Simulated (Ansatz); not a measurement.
**AlCu under changes of volume**

One of the cells (13.466 Å³/atom); the others are scaled copies at fixed shape and fractional positions:

```
CELL_PARAMETERS angstrom
2.99751 0.00000 0.00000
0.00000 2.99751 0.00000
0.00000 0.00000 2.99751
ATOMIC_POSITIONS crystal
Cu 0.50000 0.50000 0.50000
Al 0.00000 0.00000 0.00000
```

The cell comes from a database or a generator and needn't be the stable form of this composition.

- Program: Ansatz 0.2.0
- Functional: LDA
- Potentials or basis: all-electron LAPW, scalar-relativistic
- Cutoff: 233 eV (chosen from the basis error)
- Basis error allowed: 0.001 eV/atom
- k mesh: 9 × 9 × 9
- Occupations: fermi-dirac, width 0.05 eV
- Spin: no spin polarisation

```tsv
volume (Å³/atom)	energy over the lowest point (meV/atom)	pressure (GPa)
12.658	0.00	-1.6
12.928	4.99	-4.2
13.197	?	?
13.466	26.64	-8.5
13.736	42.41	-10.3
14.005	60.98	-11.8
14.274	82.03	-13.2
```

Task: What does the run at 13.197 Å³/atom give?

Result: Energy over the lowest point 14.02 meV/atom; pressure -6.5 GPa.

Worked out: A Birch-Murnaghan fit of order 3 (a polynomial in V^(-2/3)) to the other rows has its minimum at 12.50 Å³/atom, just outside them, with B0 = V·E''(V) = 135 GPa and B' = 4.6. It gives 14.03 meV/atom at 13.197 Å³/atom, against the run's 14.02, and -dE/dV = -6.5 GPa, against -6.5.

Energies are extrapolated to zero smearing.
